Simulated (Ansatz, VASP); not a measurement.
## MnS (Browneite) in VASP and in Ansatz

INCAR

```
SYSTEM = MnS
  ALGO = Normal
  EDIFF = 1E-6
  ENCUT = 520
  GGA = PE
  ISIF = 2
  ISMEAR = 0
  LASPH = .True.
  LCHARG = .True.
  LELF = .True.
  LREAL = .False.
  LVHAR = .True.
  LWAVE = .False.
  NBANDS = 16
  NELM = 100
  PREC = Accurate
  SIGMA = 0.05
```

KPOINTS

```
k-points
0
Gamma
  10 10 10
  0 0 0
```

POSCAR

```
MnS
1.0
    0.0000000000      2.8000000000      2.8000000000
    2.8000000000      0.0000000000      2.8000000000
    2.8000000000      2.8000000000      0.0000000000
Mn S
1 1
Direct
    0.0000000000      0.0000000000      0.0000000000
    0.2500000000      0.2500000000      0.2500000000
```

Input for Ansatz:

```yaml
crystal:
  lattice:
    - [0.0, 2.8, 2.8]
    - [2.8, 0.0, 2.8]
    - [2.8, 2.8, 0.0]
  atoms:
    - { symbol: Mn, position: [0.0, 0.0, 0.0] }
    - { symbol: S, position: [0.25, 0.25, 0.25] }
basis:
  ecutwfc: 420
  ecutrho_ratio: 4
kpoints:
  mp_grid: { grid: [10, 10, 10] }
hamiltonian:
  xc: pbe
scf:
  occupations: { method: gaussian, width: 0.05 }
output:
  forces: true
  stress: true
  eigenvalues: true
```

Alike in both runs: task single point; functional PBE; k mesh 10 × 10 × 10; occupations gaussian, width 0.05 eV; no spin polarisation.

|  | VASP | Ansatz |
| --- | --- | --- |
| version | VASP 6.6.1 | Ansatz 0.2.0 |
| potentials or method | VASP PAW PBE potentials, release 64 (Mn_pv, S) | scalar-relativistic, plane waves, PAW |
| plane-wave cutoff (eV) | 520 | 420 |
| valence electrons in the cell | 19 | 21 |

VASP gave:

| Quantity | Value |
| --- | --- |
| gap on the k mesh at the Fermi level (eV) | none |
| pressure (GPa) | -20.9 |

**Question.** What did Ansatz give for the same quantities?

**Answer.** gap on the k mesh at the Fermi level (eV): none; pressure (GPa): -21.1.

A gap of «none» marks a metal or a gap that the smearing closes. The two sets of potentials don't hold the same shells in valence.

Caveats: so large a pressure means that the cell lies far from this level's equilibrium, or that cutoff or potentials fall short (VASP); the run has no spin polarisation, though such a crystal can be magnetic; semilocal functionals often make such compounds metallic where correlation or magnetic order opens a gap, which also shifts bond lengths. With open d or f shells a metallic result of PBE can be an artefact of self-interaction; +U or a hybrid may open a gap. Spin polarisation is off, so any magnetic state and its effect on volume and gap are missing.
